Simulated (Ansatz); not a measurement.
**TiNi: relaxation of cell and atoms with PBEsol**

Crystal: TiNi.

```
Ni Ti
1.0
     2.73580    0.00000    0.00000
     0.00000    2.73580    0.00000
     0.00000    0.00000    3.58141
Ni Ti
1 1
Direct
  0.00000 0.00000 0.00000
  0.50000 0.50000 0.50000
```

The cell comes from a database or a generator and needn't be the stable form of this composition.

```yaml
Program: Ansatz 0.2.0
Task: relaxation of cell and atoms
Functional: PBEsol
Potentials_or_basis: all-electron LAPW, scalar-relativistic
Basis_error_allowed: 0.001 eV/atom
k_mesh: 10 × 10 × 8
Occupations: fermi-dirac, width 0.05 eV
Spin: collinear spin, ferromagnetic start
Starting_moments: "[1.0, 1.0] μB"
```

```
Relaxed volume                         : 12.96 Å³/atom
Relaxed cell                           : a = 2.759 Å, b = 2.759 Å, c = 3.405 Å, α = 90.00°, β = 90.00°, γ = 90.00°
Space group after relaxing (to 0.05 Å) : P4/mmm (No. 123)
Energy gained by relaxing              : 12.7 meV/atom
Ionic steps                            : 7
Pressure after relaxing                : 0.0 GPa
Net moment                             : 0.00 μB per cell
Absolute moment                        : 0.00 μB per cell
```

Step by step:
| step | energy change (eV) | largest force (eV/Å) | volume (Å³) |
| --- | --- | --- | --- |
| 1 | 0.0000 | 0.0000 | 26.81 |
| 2 | -0.0228 | 0.0000 | 25.82 |
| 3 | -0.0235 | 0.0000 | 25.79 |
| 4 | -0.0251 | 0.0000 | 25.84 |
| 5 | -0.0253 | 0.0000 | 25.90 |
| 6 | -0.0253 | 0.0000 | 25.92 |
| 7 | -0.0254 | 0.0000 | 25.92 |

Final structure:
```
CELL_PARAMETERS angstrom
2.75895 0.00000 0.00000
0.00000 2.75895 0.00000
0.00000 0.00000 3.40532
ATOMIC_POSITIONS crystal
Ni 0.00000 0.00000 0.00000
Ti 0.50000 0.50000 0.50000
```

It took 110 s on 2 threads of AMD EPYC 7R43 64-Core Processor (Zen 3), on a shared host, peak memory 0.66 GiB.

Caveat: the starting moments weren't kept.
